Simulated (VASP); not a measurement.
Wanted: the native input for a VASP 6.6.1 run.

```yaml
Task: band structure
Functional: PBEsol
Potentials_or_basis: VASP PAW PBE potentials, release 64 (Ga_d, Al, N)
Cutoff: 520 eV
k_mesh: 8 × 5 × 8
Occupations: gaussian, width 0.02 eV
Spin: no spin polarisation
Further_INCAR_settings: ALGO = Normal; EDIFF = 1e-06; NBANDS = 31
```

The system is Al3GaN4.

```xyz
8
Lattice="-3.1477 0.0000 0.0000 0.0000 5.4520 0.0000 1.5739 -2.7260 -5.0477" Properties=species:S:1:pos:R:3 pbc="T T T"
Ga   -1.5739    0.9087   -2.5274
Al    0.0000    3.6347   -2.5274
Al    0.0000    1.8173   -0.0036
Al   -1.5739    4.5434   -0.0036
N    -1.5739    0.9087   -0.6021
N     0.0000    3.6347   -0.6021
N    -1.5739   -0.9087   -3.1260
N     0.0000    1.8173   -3.1260
```

The cell comes from a database or a generator and needn't be the stable form of this composition.

These files were run (other wordings do the same):

POSCAR

```
Al3GaN4
1.0
   -3.1477395300      0.0000000000      0.0000000000
    0.0000000000      5.4520447800      0.0000000000
    1.5738697600     -2.7260223900     -5.0476658700
Ga Al N
1 3 4
Direct
    0.7503564900      0.4170231600      0.5007130000
    0.2503564900      0.9170231600      0.5007130000
    0.0003565100      0.3336898400      0.0007130000
    0.5003565100      0.8336898400      0.0007130000
    0.5596435000      0.2263101600      0.1192870000
    0.0596434900      0.7263101600      0.1192870000
    0.8096435000      0.1429768300      0.6192870000
    0.3096435000      0.6429768400      0.6192870000
```

INCAR.step1

```
PREC = Accurate
ENCUT = 520
EDIFF = 1E-6
ISMEAR = 0
SIGMA = 0.02
LREAL = F
LASPH = T
NELM = 100
ALGO = Normal
ISIF = 2
LWAVE = F
LCHARG = T
GGA = PS
NBANDS = 31
KPAR = 2
```

KPOINTS.step1

```
regular mesh
0
Gamma
  8 5 8
```

INCAR.step2

```
PREC = Accurate
ENCUT = 520
EDIFF = 1E-6
ISMEAR = 0
SIGMA = 0.05
LREAL = F
LASPH = T
NELM = 100
ALGO = Normal
ISIF = 2
LWAVE = F
LCHARG = F
GGA = PS
NBANDS = 31
ICHARG = 11
KPAR = 2
```

KPOINTS.step2

```
path GXLTWRX1ZGYSW,L1Y,Y1Z
15
line-mode
reciprocal
 0.0000000000  0.0000000000  0.0000000000  G
 0.5486100863  0.0000000000 -0.2743050432  X

 0.5486100863  0.0000000000 -0.2743050432  X
 0.5486100863 -0.3541697426 -0.0972201718  L

 0.5486100863 -0.3541697426 -0.0972201718  L
 0.5000000000 -0.5000000000  0.0000000000  T

 0.5000000000 -0.5000000000  0.0000000000  T
 0.5000000000 -0.5000000000 -0.2500000000  W

 0.5000000000 -0.5000000000 -0.2500000000  W
 0.5000000000  0.0000000000 -0.5000000000  R

 0.5000000000  0.0000000000 -0.5000000000  R
 0.4513899137  0.0000000000 -0.7256949568  X1

 0.4513899137  0.0000000000 -0.7256949568  X1
 0.0000000000  0.0000000000 -0.5000000000  Z

 0.0000000000  0.0000000000 -0.5000000000  Z
 0.0000000000  0.0000000000  0.0000000000  G

 0.0000000000  0.0000000000  0.0000000000  G
 0.0000000000 -0.6458302574  0.3229151287  Y

 0.0000000000 -0.6458302574  0.3229151287  Y
 0.0000000000 -0.5000000000  0.0000000000  S

 0.0000000000 -0.5000000000  0.0000000000  S
 0.5000000000 -0.5000000000 -0.2500000000  W

 0.4513899137 -0.6458302574  0.0972201718  L1
 0.0000000000 -0.6458302574  0.3229151287  Y

 0.0000000000 -0.3541697426 -0.3229151287  Y1
 0.0000000000  0.0000000000 -0.5000000000  Z
```

Potentials or basis: VASP PAW PBE potentials, release 64 (Ga_d, Al, N).

Command:

```sh
$ cat potpaw_PBE.64/Ga_d/POTCAR potpaw_PBE.64/Al/POTCAR potpaw_PBE.64/N/POTCAR > POTCAR
$ cp INCAR.step1 INCAR
$ cp KPOINTS.step1 KPOINTS
$ mpirun -np 2 vasp_std > vasp.out
$ cp INCAR.step2 INCAR
$ cp KPOINTS.step2 KPOINTS
$ mpirun -np 2 vasp_std > vasp.out
```

Results of the run:

```yaml
Band_gap_on_the_k_mesh: 3.33 eV, direct
Band_gap_along_the_path: 3.33 eV, direct
```

Caveat: the log is that of the step along the path at fixed density, whose energy, stress, charges and moments have no meaning.

Wall time 4.3 min on 2 MPI ranks on Intel(R) Xeon(R) Platinum 8259CL CPU @ 2.50GHz (Skylake/Cascade Lake), on a shared host, peak memory 0.53 GiB a rank.
